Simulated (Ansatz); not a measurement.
# ZnSe: the cost of one run

Method: DFT PBEsol, scalar-relativistic, plane waves, PAW, in Ansatz 0.2.0.

2 further runs of the same task are left out: 2 set aside as unsound or not needed.

## 1. The system as given

The structure is cubic, space group F-43m (No. 216). Conventional cell: a = 5.633 Å, b = 5.633 Å, c = 5.633 Å, α = 90.00°, β = 90.00°, γ = 90.00°. Zn (site symmetry -43m) is surrounded by 4 Se at 2.44 Å. Around Se (site symmetry -43m) lie 4 Zn at 2.44 Å.

Structure file:

```cif
data_structure
_symmetry_space_group_name_H-M 'F-43m'
_symmetry_Int_Tables_number 216
_cell_length_a 5.6332
_cell_length_b 5.6332
_cell_length_c 5.6332
_cell_angle_alpha 90.000
_cell_angle_beta 90.000
_cell_angle_gamma 90.000
_cell_volume 178.76
loop_
_atom_site_label
_atom_site_type_symbol
_atom_site_symmetry_multiplicity
_atom_site_Wyckoff_symbol
_atom_site_fract_x
_atom_site_fract_y
_atom_site_fract_z
_atom_site_occupancy
Zn1 Zn 4 a 0.00000 0.00000 0.00000 1
Se1 Se 4 c 0.25000 0.25000 0.25000 1
```

It is the result of an earlier relaxation at this level (volume 22.34 Å³/atom; gap on the mesh: 1.24 eV).

## 2. The cell under 1 GPa

What is minimised here is the enthalpy; the energy can go up as the cell is squeezed.

input.yaml

```yaml
crystal:
  lattice:
    - [0.0, 2.8166002289, 2.8166002289]
    - [2.8166002289, 0.0, 2.8166002289]
    - [2.8166002289, 2.8166002289, 0.0]
  atoms:
    - { symbol: Zn, position: [0.0, 0.0, 0.0] }
    - { symbol: Se, position: [0.75, 0.75, 0.75] }
basis:
  ecutwfc: 420
kpoints:
  mp_grid: { grid: [8, 8, 8] }
hamiltonian:
  xc: pbesol
scf:
  occupations: { method: fixed }
output:
  forces: true
  stress: true
  eigenvalues: true
relax:
  adjacent_minimum: "off"
  f_tol: 0.001
  max_steps: 60
  cell: { stress_tol: 0.02, p_target: 1.0 }
```

Command:

```
$ ansatz run input.yaml --threads 1 --pin off --max-ram 3072MiB --backend cpu --events-out ev --progress --plain --runs-dir out
```

**Question.** How long does this run take on 1 thread of Intel Xeon at 2.50GHz (Skylake/Cascade Lake), shared host, and how much memory does it need?

About 32 s, with a peak of 0.36 GiB.
